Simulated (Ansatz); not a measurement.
# TePb: the cost of one run

Method: DFT PBE, scalar-relativistic, plane waves, PAW, in Ansatz 0.2.0.

**1. The structure to begin with**

Symmetry: Cmcm, No. 63, orthorhombic system. The conventional cell has a = 4.732 Å, b = 12.486 Å, c = 4.700 Å, α = 90.00°, β = 90.00°, γ = 90.00°. Around Te (site symmetry m2m) lie 7 Pb at 3.40 to 3.80 Å. Pb (site symmetry m2m) is surrounded by 2 Pb at 2.66 Å and 7 Te at 3.40 to 3.80 Å.

Structure file:

```
CELL_PARAMETERS angstrom
2.36606 -6.24289 0.00000
2.36606 6.24289 0.00000
0.00000 0.00000 4.70015
ATOMIC_POSITIONS crystal
Te 0.85400 0.14600 0.75000
Te 0.14600 0.85400 0.25000
Pb 0.55000 0.45000 0.75000
Pb 0.45000 0.55000 0.25000
```

(A quick probe on a coarse mesh, which set the mesh and smearing, is not shown.)

**3. A loose first relaxation**

The input, input.yaml:

```yaml
crystal:
  lattice:
    - [2.3660622098, -6.2428871142, 0.0]
    - [2.3660622098, 6.2428871142, 0.0]
    - [0.0, 0.0, 4.7001506059]
  atoms:
    - { symbol: Te, position: [0.854, 0.146, 0.75] }
    - { symbol: Te, position: [0.146, 0.854, 0.25] }
    - { symbol: Pb, position: [0.55, 0.45, 0.75] }
    - { symbol: Pb, position: [0.45, 0.55, 0.25] }
basis:
  ecutwfc: 420
kpoints:
  mp_grid: { grid: [4, 4, 4] }
hamiltonian:
  xc: pbe
scf:
  occupations: { method: gaussian, width: 0.1 }
  lower_state_search: "off"
output:
  forces: true
  stress: true
  eigenvalues: true
relax:
  adjacent_minimum: "off"
  f_tol: 0.04
  max_steps: 70
  cell: { stress_tol: 0.4 }
```

The run is started by

```
$ ansatz run input.yaml --threads 1 --pin off --max-ram 2560MiB --backend cpu --events-out ev --progress --plain --runs-dir out
```

What time and memory should one allow on 1 thread of Intel Xeon Platinum 8259CL at 2.50GHz (Skylake/Cascade Lake), shared host?

About 1.7 min, with a peak of 0.51 GiB.
